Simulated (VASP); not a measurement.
Ga:

```
CELL_PARAMETERS angstrom
2.77842 0.00000 0.00000
0.00000 3.28161 0.00000
-1.34343 0.00000 3.99027
ATOMIC_POSITIONS crystal
Ga 0.13460 0.75000 0.77017
Ga 0.86540 0.25000 0.22983
```

This isn't the form of Ga at room conditions, which is orthorhombic.

```yaml
Program: VASP 6.6.1
Task: single point
Functional: PBE
Potentials_or_basis: VASP PAW PBE potentials, release 64 (Ga_d)
Cutoff: 520 eV
k_mesh: 10 × 8 × 7
Occupations: fermi-dirac, width 0.05 eV
Spin: no spin polarisation
```

On this cell: pressure 3.2 GPa; largest force 0.087 eV/Å; band gap on the k mesh none (metal or under the smearing width).

The same run follows on a disturbed copy (atoms moved at random, drawn with an rms of 0.05 Å):

```
Ga
1.0
     2.77842    0.00000    0.00000
     0.00000    3.28161    0.00000
    -1.34343    0.00000    3.99027
Ga
2
Direct
  0.13136 0.74760 0.76723
  0.85768 0.25727 0.22752
```

**Question.** What changes?

**Answer.** The energy (extrapolated to zero smearing) moves by +0.5 meV/atom; pressure 3.2 GPa; largest force 0.099 eV/Å; band gap on the k mesh none (metal or under the smearing width).

Forces on the atoms (eV/Å):
```
Ga  -0.011  0.063 -0.075
Ga   0.011 -0.063  0.075
```

Stress tensor (GPa, compression positive):
```
 3.85  0.02 -0.36
 0.02  2.01  0.00
-0.36  0.00  3.75
```
